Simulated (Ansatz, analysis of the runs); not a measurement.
## A single-molecule junction: (GeH2)2 chain with thiolate ends, between Au (111) faces with pyramids

Where do the molecule's levels lie against the Fermi level, and what passes?

Calculated with Ansatz 0.2.0; DFT PBE, plane waves, PAW; relaxation of a junction, electrodes held but for their tips, in the first sound run; inputs show where later runs differ.

Most raw output is cut from this account.

### 1. The starting structure

The cell holds 70 atoms: 62 Au, 2 S, 2 Ge and 4 H. Cell: a = 8.825 Å, b = 8.825 Å, c = 30.045 Å, α = 90.0°, β = 90.0°, γ = 60.0°. Electrodes: Au (111) 3x3 face with a four-atom pyramid; the apex atoms were set 8.765 Å apart; the free molecule is [SH][GeH2][GeH2][SH]. Regions: lower lead, 31 atoms (31 Au); bridge, 8 atoms (2 S, 2 Ge and 4 H); upper lead, 31 atoms (31 Au). The structure is stacked along c, and the current runs across the ab planes.

### 2. Relaxation of the scattering region

The bridge and the electrodes' tips relax, while 54 atoms stay at the lead's spacing, so that the ends still repeat as a lead.

File input.yaml:

```yaml
crystal:
  lattice:
    - [8.8246926292, 0.0, 0.0]
    - [4.4123463146, 7.6424079975, 0.0]
    - [0.0, 0.0, 30.0446912568]
  atoms:
    - { symbol: Au, position: [0.722222222, 0.722222222, 0.0] }
    - { symbol: Au, position: [0.722222222, 0.055555556, 0.0] }
    - { symbol: Au, position: [0.722222222, 0.388888889, 0.0] }
    - { symbol: Au, position: [0.055555556, 0.722222222, 0.0] }
    - { symbol: Au, position: [0.055555556, 0.055555556, 0.0] }
    - { symbol: Au, position: [0.055555556, 0.388888889, 0.0] }
    - { symbol: Au, position: [0.388888889, 0.722222222, 0.0] }
    - { symbol: Au, position: [0.388888889, 0.055555556, 0.0] }
[... 58 atom lines left out ...]
    - { symbol: Au, position: [0.944444444, 0.277777778, 0.92005985] }
    - { symbol: Au, position: [0.277777778, 0.611111111, 0.92005985] }
    - { symbol: Au, position: [0.277777778, 0.944444444, 0.92005985] }
    - { symbol: Au, position: [0.277777778, 0.277777778, 0.92005985] }
kpoints:
  mp_grid: { grid: [2, 2, 1] }
scf:
  occupations: { method: fermi_dirac, width: 0.1 }
hamiltonian:
  xc: pbe
relax:
  constraints:
    - { sites: [0, 1, 2, 3, 4, 5, 6, 7, 8, 9, 10, 11, 12, 13, 14, 15, 16, 17, 18, 19, 20, 21, 22, 23, 24, 25, 26, 43, 44, 45, 46, 47, 48, 49, 50, 51, 52, 53, 54, 55, 56, 57, 58, 59, 60, 61, 62, 63, 64, 65, 66, 67, 68, 69] }
  f_tol: 0.05
  max_steps: 35
```

Launch:

```console
$ ansatz run input.yaml --threads 16 --pin off --max-ram 61440MiB --backend cuda --events-out ev --progress --plain --runs-dir out --max-vram 78GiB
```

The job ended after 9.5 s (1 × NVIDIA GB200 with 16 threads of Arm Neoverse V2, shared host; peak memory 1.9 GiB; 30 s of CPU time).

Relaxation path:

| step | energy less that of the first step (eV) | largest force component (eV/Å) |
| --- | --- | --- |
| 1 | 0.0000 | 0.7452 |
| 2 | -0.6798 | 0.3711 |
| 3 | -0.8311 | 0.2169 |
| 4 | -0.8553 | 0.0842 |
| 5 | -0.8571 | 0.0572 |
| 6 | -0.8626 | 0.0296 |

The run keeps the 2 symmetry operations that it works with, so distortions that break them were not tested.

The atoms that moved most (Å):

| atom | dx | dy | dz | length |
| --- | --- | --- | --- | --- |
| Au31 | -0.133 | 0.026 | -0.283 | 0.314 |
| Au40 | 0.133 | -0.026 | 0.283 | 0.314 |
| H36 | 0.247 | 0.043 | 0.165 | 0.300 |
| H39 | -0.247 | -0.043 | -0.165 | 0.300 |
| S35 | -0.273 | 0.058 | 0.096 | 0.295 |
| S32 | 0.273 | -0.058 | -0.096 | 0.295 |
| H37 | 0.178 | 0.032 | 0.128 | 0.221 |
| H38 | -0.178 | -0.032 | -0.128 | 0.221 |

Numbers from this step:

```
energy at zero smearing : -825704.8800 eV
```

The largest force component on a free atom ends at 0.030 eV/Å, under the limit of 0.05. The apex atoms end 9.34 Å apart, and their nearest bridge atoms lie at 2.28 Å (Au–S) and 2.28 Å (Au–S).

### 3. Transmission

This step: DFT PBE, plane waves, PAW; transmission of a junction between electrodes (Ansatz 0.2.0).

The cell is now read as a scatterer between two semi-infinite leads, named by two sites one period apart. The scattering states in its self-consistent potential are matched to the leads' states at each energy. A mesh across the current samples the surface zone of the faces.

File input.yaml:

```yaml
crystal:
  lattice:
    - [8.8246926292, 0.0, 0.0]
    - [4.4123463146, 7.6424079975, 0.0]
    - [0.0, 0.0, 30.0446912568]
  atoms:
    - { symbol: Au, position: [0.722222222, 0.722222222, -1.9e-09] }
    - { symbol: Au, position: [0.722222222, 0.055555556, -1.9e-09] }
    - { symbol: Au, position: [0.722222222, 0.388888889, -1.9e-09] }
    - { symbol: Au, position: [0.055555556, 0.722222222, -1.9e-09] }
    - { symbol: Au, position: [0.055555556, 0.055555556, -1.9e-09] }
    - { symbol: Au, position: [0.055555556, 0.388888889, -1.9e-09] }
    - { symbol: Au, position: [0.388888889, 0.722222222, -1.9e-09] }
    - { symbol: Au, position: [0.388888889, 0.055555556, -1.9e-09] }
[... 58 atom lines left out ...]
    - { symbol: Au, position: [0.944444444, 0.277777778, 0.9200598481] }
    - { symbol: Au, position: [0.277777778, 0.611111111, 0.9200598481] }
    - { symbol: Au, position: [0.277777778, 0.944444444, 0.9200598481] }
    - { symbol: Au, position: [0.277777778, 0.277777778, 0.9200598481] }
kpoints:
  mp_grid: { grid: [4, 4, 1] }
scf:
  occupations: { method: fermi_dirac, width: 0.1 }
hamiltonian:
  xc: pbe
output:
  transmission: { leads: [[61, 0]], e_range: [-2.0, 2.0], de: 0.05, kmesh: [4, 4] }
  dos: { projected: true, e_range: [-5, 4] }
  write_potential: true
  write_density: true
  volumetric_format: npy
  elf: true
```

Elapsed: 2.7 min, on 1 × NVIDIA GB200 with 16 threads; peak memory 26 GiB; 18 min of CPU time.

Numbers from this step:

| Item | Value |
| --- | --- |
| energy at zero smearing | -825706.6277 eV |
| transmission at the energy nearest the Fermi level, one spin | 0.07172 |
| step of the lead's Hamiltonian | 29.1 meV |
| channels of the bulk lead, one spin, mean over the mesh | 7.688 |

Table of transmission, one spin by energy, zero at the Fermi level:

energy (eV), transmission, one spin and a bar:
```
    -2.00       0.58 ################
    -1.90       0.44 ############
    -1.80       0.72 ####################
    -1.75       0.75 #####################
    -1.70       0.72 ####################
    -1.55       0.76 #####################
    -1.50       0.95 ###########################
    -1.45       0.91 ##########################
    -1.35       0.87 ########################
    -1.25       0.85 ########################
    -1.15       0.79 ######################
    -1.05       0.66 ##################
    -0.90       0.47 ############
    -0.80       0.36 #########
    -0.70       0.33 ########
    -0.60       1.06 ##############################
    -0.50       0.34 ########
    -0.40       0.15 ###
    -0.25       0.09 #
    -0.15       0.08 #
    -0.05       0.07 #
     0.00       0.07 #
     0.05       0.07 
     0.15       0.06 
     0.25       0.06 
     0.40       0.11 ##
     0.50       0.10 #
     0.60       0.08 #
     0.70       0.07 
     0.80       0.06 
     0.90       0.06 
     1.05       0.05 
     1.15       0.06 
     1.25       0.05 
     1.35       0.08 #
     1.45       0.07 
     1.55       0.07 
     1.70       0.07 
     1.80       0.06 
     1.90       0.06 
     2.00       0.06
```

Open channels of the lead, one spin against energy, zero at the Fermi level:

| energy (eV) | open channels of the lead, one spin |
| --- | --- |
| -2.00 | 18.4 |
| -1.90 | 14.4 |
| -1.80 | 10.2 |
| -1.70 | 6.81 |
| -1.55 | 4.94 |
| -1.45 | 4.94 |
| -1.35 | 6.44 |
| -1.25 | 5.69 |
| -1.15 | 5.69 |
| -1.05 | 5.69 |
| -0.90 | 5.69 |
| -0.80 | 5.69 |
| -0.70 | 5.62 |
| -0.60 | 5.81 |
| -0.50 | 5.81 |
| -0.40 | 6.56 |
| -0.25 | 7.69 |
| -0.15 | 7.69 |
| -0.05 | 7.69 |
| 0.00 | 7.69 |
| 0.05 | 7.69 |
| 0.15 | 7.69 |
| 0.25 | 7.31 |
| 0.40 | 7.31 |
| 0.50 | 7.31 |
| 0.60 | 7.31 |
| 0.70 | 7.31 |
| 0.80 | 7.31 |
| 0.90 | 7.31 |
| 1.05 | 8.06 |
| 1.15 | 8.06 |
| 1.25 | 8.62 |
| 1.35 | 7.88 |
| 1.45 | 7.88 |
| 1.55 | 7.88 |
| 1.70 | 7.5 |
| 1.80 | 7.5 |
| 1.90 | 7.5 |
| 2.00 | 7.5 |

The planar mean of the electrostatic potential energy, less the Fermi level oscillates, so the rows of the table below give means over windows of 1 Å about each position, cut where the curve ends. Its maxima inside the range that stand out by 2 % of the span (Å: eV): 1.1: 0.762, 3.5: 0.607, 6.0: 1.85, 8.3: 3.89, 10.2: 4.83, 13.9: 4.65, 17.4: 4.90, 19.5: 3.89, 21.6: 2.01, 24.1: 0.935, 26.4: 0.914, 28.8: 0.862. Its minima: 2.4: -16.2, 4.9: -16.0, 7.0: -1.79, 9.0: 2.95, 12.5: 2.86, 15.0: 2.78, 18.5: 2.95, 20.6: -1.81, 23.0: -15.8, 25.3: -16.1, 27.5: -16.

Planar mean of the electrostatic potential energy, less the Fermi level against z; means over each step:

| z (Å) | planar mean of the electrostatic potential energy, less the Fermi level (eV) |
| --- | --- |
| 0 | -13.8 |
| 1 | -2.71 |
| 2 | -10.8 |
| 3 | -7.92 |
| 4 | -4.62 |
| 5 | -12.9 |
| 6 | -0.0541 |
| 7 | -1.09 |
| 8 | 2.67 |
| 9 | 3.18 |
| 10 | 4.32 |
| 11 | 4.13 |
| 12 | 3.74 |
| 13 | 3.47 |
| 14 | 4.34 |
| 15 | 3.25 |
| 16 | 3.92 |
| 17 | 4.43 |
| 18 | 3.74 |
| 19 | 3.40 |
| 20 | 1.04 |
| 21 | -0.446 |
| 22 | -3.71 |
| 23 | -13.1 |
| 24 | -1.90 |
| 25 | -12.7 |
| 26 | -5.46 |
| 27 | -7.15 |
| 28 | -11.5 |
| 29 | -2.11 |

The transmission at the computed energy nearest the Fermi level is 0.0717. The value hangs on where a semilocal functional puts the molecule's levels, which is known only roughly. The lead's Hamiltonian steps by 29.1 meV, which the program calls too much for a lead.

### 4. Landauer integrals

This step: Landauer integrals over the computed T(E), interpolated linearly between its energies (analysis of the runs above).

Conductance and thermopower are moments of T(E) over the thermal window; sliding the window along E stands for a gate that leaves T(E) rigid.

Numbers from this step:

| Quantity | Value |
| --- | --- |
| conductance at 300 K, interpolated from T(E) | 0.07145 G₀ |
| thermopower at 300 K | 4.858 μV/K |
| Lorenz number over L0 | 1.000 |

T(E) held rigid; rough near sharp steps of T(E). Conductance at 300 K against shift of the leads' level:

| shift of the leads' level (eV) | conductance at 300 K (G₀) |
| --- | --- |
| -1.65 | 0.699 |
| -1.55 | 0.769 |
| -1.45 | 0.900 |
| -1.40 | 0.887 |
| -1.30 | 0.860 |
| -1.20 | 0.821 |
| -1.10 | 0.725 |
| -1.05 | 0.662 |
| -0.95 | 0.530 |
| -0.85 | 0.417 |
| -0.75 | 0.360 |
| -0.65 | 0.623 |
| -0.60 | 0.806 |
| -0.50 | 0.443 |
| -0.40 | 0.166 |
| -0.30 | 0.109 |
| -0.20 | 0.0880 |
| -0.15 | 0.0818 |
| -0.05 | 0.0738 |
| 0.05 | 0.0691 |
| 0.15 | 0.0629 |
| 0.20 | 0.0617 |
| 0.30 | 0.0812 |
| 0.40 | 0.105 |
| 0.50 | 0.0950 |
| 0.60 | 0.0781 |
| 0.65 | 0.0717 |
| 0.75 | 0.0631 |
| 0.85 | 0.0584 |
| 0.95 | 0.0560 |
| 1.05 | 0.0551 |
| 1.10 | 0.0550 |
| 1.20 | 0.0553 |
| 1.30 | 0.0633 |
| 1.40 | 0.0699 |
| 1.45 | 0.0678 |
| 1.55 | 0.0696 |
| 1.65 | 0.0766 |

T(E) held rigid; rough near sharp steps of T(E). Table of thermopower at 300 K by shift of the leads' level:

shift of the leads' level (eV), thermopower at 300 K (μV/K) and a bar from the least value:
```
     -1.6       -7.1 #
     -1.4        2.4 #####
     -1.2        6.0 #######
     -1.0       16.2 ############
     -0.8       11.0 ##########
     -0.6       -8.8 
     -0.4       53.4 ##############################
     -0.2       12.5 ##########
      0.0        4.9 #######
      0.2       -5.2 ##
      0.4       -3.4 ###
      0.6       13.4 ###########
      0.8        5.7 #######
      1.0        1.2 #####
      1.2       -2.9 ###
      1.4        2.8 ######
      1.6       -7.8 #
```

The two levels move by half the bias each and T(E) is held rigid. Table of current from the zero-bias T(E) by bias:

| bias (V) | current from the zero-bias T(E) (μA) |
| --- | --- |
| 0.000 | 0 |
| 0.100 | 0.554 |
| 0.200 | 1.11 |
| 0.300 | 1.67 |
| 0.400 | 2.23 |
| 0.500 | 2.84 |
| 0.600 | 3.52 |
| 0.700 | 4.33 |
| 0.800 | 5.29 |
| 0.900 | 6.47 |
| 1.000 | 8.16 |
| 1.100 | 10.8 |
| 1.200 | 14.1 |
| 1.300 | 17.2 |
| 1.400 | 19.5 |
| 1.500 | 21.2 |
| 1.600 | 22.9 |
| 1.700 | 24.6 |
| 1.800 | 26.6 |
| 1.900 | 28.7 |
| 2.000 | 31.1 |

By hand, Mott's formula: S = −(π²k²T/3e) d ln T/dE, and π²k²T/3e = 7.33 μV/K × eV at 300 K. The computed T is 0.073 at -0.050 eV and 0.0693 at +0.050 eV, so d ln T/dE ≈ -0.524 per eV and S ≈ 3.84 μV/K, against 4.86 from the integrals.

The thermopower is 4.86 μV/K. The Lorenz ratio is 1.00, where the Wiedemann-Franz law gives 1. These values rest on a semilocal level alignment and on the mesh across the current. Moving the level by up to 0.1 eV either way gives 4.9 to 7.6 μV/K.

### 5. The molecule alone

This step: DFT PBE, plane waves, PAW; relaxed free molecule in a box (Ansatz 0.2.0).

System of this step: free molecule [SH][GeH2][GeH2][SH]. The cell holds 10 atoms: 2 S, 2 Ge and 6 H. Cell: a = 16.260 Å, b = 12.440 Å, c = 11.790 Å, α = 90.0°, β = 90.0°, γ = 90.0°. Vacuum lies along a, b and c.

The free, neutral molecule, closed with hydrogen where the bridge has an open valence and else unchanged, gives a gap to hold against the spacing of the resonances in T(E).

File input.yaml:

```yaml
crystal:
  lattice:
    - [16.26, 0.0, 0.0]
    - [0.0, 12.44, 0.0]
    - [0.0, 0.0, 11.79]
  atoms:
    - { symbol: S, position: [0.3279553383, 0.5427498343, 0.5094219925] }
    - { symbol: Ge, position: [0.4407754891, 0.4430059095, 0.4958559129] }
    - { symbol: Ge, position: [0.5592559099, 0.5568378396, 0.5038309538] }
    - { symbol: S, position: [0.6720759956, 0.4570936964, 0.4902660782] }
    - { symbol: H, position: [0.2767527675, 0.4518448072, 0.5017353926] }
    - { symbol: H, position: [0.4435768263, 0.3617363344, 0.5954259055] }
    - { symbol: H, position: [0.4401645291, 0.3812551107, 0.3816793893] }
    - { symbol: H, position: [0.5598666179, 0.6185891728, 0.6180071664] }
    - { symbol: H, position: [0.5564548036, 0.6381069151, 0.4042604674] }
    - { symbol: H, position: [0.7232786512, 0.5479988351, 0.4979503445] }
kpoints:
  mp_grid: { grid: [1, 1, 1] }
scf:
  occupations: { method: fixed }
hamiltonian:
  xc: pbe
relax:
  f_tol: 0.03
  max_steps: 40
output:
  eigenvalues: true
  write_potential: true
  write_density: true
  volumetric_format: npy
```

It took 3.3 s on 1 × NVIDIA GB200 with 16 threads; peak memory 1.4 GiB.

The steps of the relaxation:

| step | energy less that of the first step (eV) | largest force component (eV/Å) |
| --- | --- | --- |
| 1 | 0.0000 | 0.9512 |
| 2 | -0.0866 | 0.3884 |
| 3 | -0.1029 | 0.0280 |
| 4 | -0.1029 | 0.0280 |

The run keeps the 2 symmetry operations that it works with, so distortions that break them were not tested.

The atoms that moved most (Å):

| atom | dx | dy | dz | length |
| --- | --- | --- | --- | --- |
| H5 | -0.015 | 0.069 | 0.007 | 0.071 |
| H10 | 0.015 | -0.069 | -0.007 | 0.071 |
| Ge2 | 0.021 | -0.062 | -0.006 | 0.066 |
| Ge3 | -0.021 | 0.062 | 0.006 | 0.066 |
| H7 | 0.007 | -0.064 | 0.003 | 0.065 |
| H8 | -0.007 | 0.064 | -0.003 | 0.065 |
| H9 | -0.007 | 0.062 | 0.015 | 0.065 |
| H6 | 0.007 | -0.062 | -0.015 | 0.065 |

The relaxed structure:

```cif
data_structure
_symmetry_space_group_name_H-M 'P 1'
_symmetry_Int_Tables_number 1
_cell_length_a 16.2600
_cell_length_b 12.4400
_cell_length_c 11.7900
_cell_angle_alpha 90.000
_cell_angle_beta 90.000
_cell_angle_gamma 90.000
_cell_volume 2384.82
loop_
_atom_site_label
_atom_site_type_symbol
_atom_site_fract_x
_atom_site_fract_y
_atom_site_fract_z
_atom_site_occupancy
S1 S 0.32873 0.54136 0.50926 1
Ge2 Ge 0.44207 0.43804 0.49531 1
Ge3 Ge 0.55796 0.56181 0.50438 1
S4 S 0.67130 0.45848 0.49042 1
H5 H 0.27585 0.45743 0.50232 1
H6 H 0.44399 0.35672 0.59414 1
H7 H 0.44060 0.37610 0.38191 1
H8 H 0.55943 0.62374 0.61778 1
H9 H 0.55604 0.64312 0.40554 1
H10 H 0.72418 0.54242 0.49737 1
```

This step gave:

```
HOMO LUMO gap : 4.296 eV
```

The free molecule's gap is 4.30 eV. In the junction the levels shift and broaden, so this is a guide to their spacing and no more.

### 6. Outcome

```
HOMO-LUMO gap of the free, neutral molecule : 4.30 eV
conductance, PBE                            : 0.0715 G₀
thermopower, PBE                            : 4.86 μV/K
```

The junction conducts 0.0715 G₀ at 300 K; the nearest peak of T(E) above 0.3 on either side, where the window holds one (others may lie past its ends), lies 0.60 eV below the Fermi level. Semilocal functionals put a molecule's frontier levels too near the Fermi level, so conductances off resonance usually come out too high. The energy step of 0.05 eV was too wide for the program's own thermal average, so the values at 300 K come from a linear interpolation of T(E) and are rough where T(E) is steep. The mesh of 4 × 4 points across the current is coarse: where the lead's channel count steps, T(E) can show bumps that belong to the mesh. Transport is coherent and elastic here: the atoms are frozen, so scattering by vibrations plays no part. The free region is short: held atoms still bear up to 0.6 eV/Å after a relaxation. Spin-orbit coupling is left out, which matters for the bands of heavy atoms. In 1 run the program finds the step of the lead's Hamiltonian too large, so longer leads may change the transmission.

[Logs are printed without paths, hosts, clocks, repeated set-up lines and the standing remarks that a program may print on its own settings, such as how far it seeks lower states.]

[Hosts, paths, dates, database ids (printed as entryN), source tags and the programs' standing remarks are cut or masked in the printed files.]
